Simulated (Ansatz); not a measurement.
# AlNi: strain energy, fitted

AlNi, P4/mmm, a = 2.859 Å, c = 2.869 Å. The structure is a Materials Project entry; whether it is the stable form wasn't checked. Ansatz: PBEsol, PAW, 420 eV, Γ-centred 14×14×14 mesh on 2 atoms, Gaussian smearing 0.10 eV; no spin polarisation. Series: uniaxial strain along c, with a, b and atoms relaxed; x is the strain in per cent. y is the free energy over the unstrained cell, V0 = 11.724 Å³/atom.

| x (%) | y (meV/atom) |
| --- | --- |
| -3.0 | ? |
| -2.0 | 0.97 |
| -1.0 | 0.16 |
| 0.0 | 0.00 |
| 1.0 | 0.49 |
| 2.0 | 1.73 |
| 3.0 | 3.64 |

Question: Fit y = c2 x² + c3 x³ to the other rows, turn c2 into a modulus, and predict the missing energy.

Answer: Least squares on the rows shown. y = 0.3155 x² + 0.03262 x³. In eV per unit strain² c2 is 3.155; this is Young's modulus along the axis (E = ½ Y V0 ε²): 2 × 3.155 × 160.2 / (11.724) = 86 GPa. With a term in x⁴ added, the coefficient of x² becomes 0.3893, 23 % more, which shows how far this figure hangs on the form. At x = -3.0 the fit asked for gives 1.96 meV/atom. The run gave 2.61 meV/atom, so the fit is 0.65 meV/atom too low, 18 % of the span of the series, against an rms of 0.13 meV/atom on the fitted rows. The row lies outside the fitted range. With a term in x⁴ added, a fit to the same known rows predicts 1.06 meV/atom, further off still.